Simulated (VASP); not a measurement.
**Pd: single point with LDA**

The system is Pd.

```
Pd
1.0
     0.00000    2.80890    2.80890
     2.80890    0.00000    2.80890
     2.80890    2.80890    0.00000
Pd
2
Cartesian
  0.7022 0.7022 0.7022
  4.9156 4.9156 4.9156
```

This isn't the form of Pd at room conditions, which is fcc.

```
Program                : VASP 6.6.1
Task                   : single point
Functional             : LDA
Potentials or basis    : VASP PAW LDA potentials, release 64 (Pd)
Cutoff                 : 520 eV
k mesh                 : 11 × 11 × 11
Occupations            : fermi-dirac, width 0.05 eV
Spin                   : collinear spin, typed start
Starting moments       : [0.422, 0.422] μB
Dipole correction      : no
Further INCAR settings : ALGO = Fast; EDIFF = 1e-07; NBANDS = 21
```

```
Pressure                                              : -0.4 GPa
Band gap on the k mesh                                : none (metal or under the smearing width)
Net moment                                            : 0.84 μB per cell
Site moments                                          : Pd +0.40 μB
Valence electrons inside the program's atomic spheres : Pd 9.42
```

Levels at points of the mesh, in eV from the Fermi level:
Spin up:
| k point | band 8 | band 9 | band 10 | band 11 | band 12 | band 13 | band 14 | band 15 |
| --- | --- | --- | --- | --- | --- | --- | --- | --- |
| (0.00, 0.00, 0.00) | -1.67 | -1.67 | -0.30 | -0.30 | 12.22 | 12.22 | 12.22 | 12.61 |
Spin down:
| k point | band 7 | band 8 | band 9 | band 10 | band 11 | band 12 | band 13 | band 14 |
| --- | --- | --- | --- | --- | --- | --- | --- | --- |
| (0.00, 0.00, 0.00) | -1.41 | -1.41 | -1.41 | -0.02 | -0.02 | 12.32 | 12.32 | 12.32 |

Wall time 93 s on 1 thread of Intel(R) Xeon(R) Platinum 8259CL CPU @ 2.50GHz (Skylake/Cascade Lake) (shared host), peak memory 0.2 GiB.
